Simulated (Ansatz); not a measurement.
## CdS (P6_3mc) at 2 levels of theory

One geometry, relaxed with PBE; plane waves with PAW potentials in Ansatz, scalar-relativistic. No spin polarisation. Gaps are the least over mesh and band path; pressure is positive in compression.

```
Cd S
1.0
     4.19712    0.00000    0.00000
    -2.09856    3.63481    0.00000
     0.00000    0.00000    6.82790
Cd S
2 2
Direct
  0.33333 0.66667 0.00416
  0.66667 0.33333 0.50416
  0.33333 0.66667 0.38084
  0.66667 0.33333 0.88084
```

```tsv
level	cutoff (eV)	k mesh	gap (eV)	pressure (GPa)
PBE	420	12×12×4	1.11	0.0
```

What comes out on the same cell with PBEsol?

| level | cutoff (eV) | k mesh | gap (eV) | pressure (GPa) |
| --- | --- | --- | --- | --- |
| PBEsol | 420 | 12×12×4 | 0.98 | -2.9 |

It was relaxed from a cell as deposited in COD.
